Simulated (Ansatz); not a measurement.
Ti: zone-centre modes under pressure

Ti, P6/mmm, a = 4.590 Å, c = 2.830 Å. This isn't the element's structure at ambient conditions. Ansatz: PBE, PAW, 420 eV, Γ-centred 12×12×14 mesh on 3 atoms, Fermi-Dirac smearing 0.15 eV; no spin polarisation. Cell and atoms are relaxed at each pressure with the symmetry kept; optical modes at Γ by linear response, in cm⁻¹, matched by rank (the highest 3 distinct ones).

```
P (GPa) V (Å³/atom)     ω1     ω2     ω3
      0       17.206  160.3  187.6  212.1
      5       16.495      ?      ?      ?
     11       15.788  200.8  214.3  233.3
     22       14.769  231.8  234.8  248.9
```

Task: Get each mode's Grüneisen parameter γ = −d ln ω/d ln V from the other rows and predict the missing frequencies.

Result: ln(V/V0) = 0.0000, -0.0422, -0.0860, -0.1527; a line through ln(ω/ω0) of the 3 known rows gives ω1: γ = 2.425 (intercept 0.0051), predicted 178.5, computed 180.3; ω2: γ = 1.473 (intercept 0.0019), predicted 200.0, computed 200.8; ω3: γ = 1.051 (intercept 0.0015), predicted 222.1, computed 222.6. The worst miss is 1.0 %: γ isn't constant over this range. In a metal these frequencies hang on the mesh and smearing.

Cost: 4 runs of about 6.4 core-minutes in all, on Intel Xeon 6975P-C (Granite Rapids) (shared hosts).